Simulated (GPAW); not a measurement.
YN:

```xyz
2
Lattice="0.0000 2.4385 2.4385 2.4385 0.0000 2.4385 2.4385 2.4385 0.0000" Properties=species:S:1:pos:R:3 pbc="T T T"
Y     0.0000    0.0000    0.0000
N     2.4385    2.4385    2.4385
```

Base run:

- Program: GPAW 26.7.0
- Functional: PBEsol
- Potentials or basis: PAW data sets generated in the run's folder for this functional
- Cutoff: 800 eV
- Basis: pw
- k mesh: 9 × 9 × 9
- Occupations: fermi-dirac, width 0.05 eV
- Spin: no spin polarisation
- Hubbard terms: Y d U = 8 eV

Its results: band gap on the k mesh 1.66 eV, indirect (least direct gap 2.15 eV); pressure 19.4 GPa.

Problem. After a change of settings the same cell gave: band gap on the k mesh 0.73 eV, indirect (least direct gap 1.18 eV); pressure 5.3 GPa. Which change was it?
A. hubbard terms from Y d U = 8 eV to none
B. hubbard terms from Y d U = 8 eV to Y d U = 3 eV
C. hubbard terms from Y d U = 8 eV to Y d U = 4 eV

Solution. B.
